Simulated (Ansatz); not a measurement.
Crystal: BaTiO3.

```
Ba Ti O
1.0
     3.99980    0.00000    0.00000
     0.00000    3.99980    0.00000
     0.00000    0.00000    4.01800
Ba Ti O
1 1 3
Direct
  0.00000 0.00000 0.00000
  0.50000 0.50000 0.49000
  0.00000 0.50000 0.51700
  0.50000 0.00000 0.51700
  0.50000 0.50000 0.01900
```

```yaml
Program: Ansatz 0.2.0
Task: relaxation of cell and atoms
Functional: PBE
Potentials_or_basis: Ansatz PAW earlier set
Cutoff: "930 eV (not typed: the program's choice for these potentials)"
k_mesh: 7 × 7 × 7
Occupations: fermi-dirac, width 0.05 eV
Spin: no spin polarisation
```

At the start: volume 12.86 Å³/atom.

Problem. Where does the relaxation end?

Solution. It ends after 9 steps and the volume is 13.34 Å³/atom (+3.8 %); space group P4mm (No. 99, to 0.05 Å).

The path:
```csv
step,energy change (eV),largest force (eV/Å),volume (Å³)
1,0.0000,0.3112,64.28
2,-0.0123,0.3181,65.43
3,-0.0144,0.2814,65.44
4,-0.0246,0.3161,65.53
5,-0.0400,0.0558,66.61
6,-0.0405,0.0544,66.58
7,-0.0405,0.0716,66.80
8,-0.0407,0.0032,66.72
9,-0.0409,0.0032,66.72
```

Final structure:
```
Ba Ti O
1.0
     3.98605    0.00000    0.00000
     0.00000    3.98605    0.00000
     0.00000    0.00000    4.19950
Ba Ti O
1 1 3
Direct
  0.00000 0.00000 0.98957
  0.50000 0.50000 0.47215
  0.00000 0.50000 0.52030
  0.50000 0.00000 0.52030
  0.50000 0.50000 0.04068
```

Caveat: the plane-wave basis is chosen anew once the cell has moved, so the energies of steps on either side of that aren't comparable.
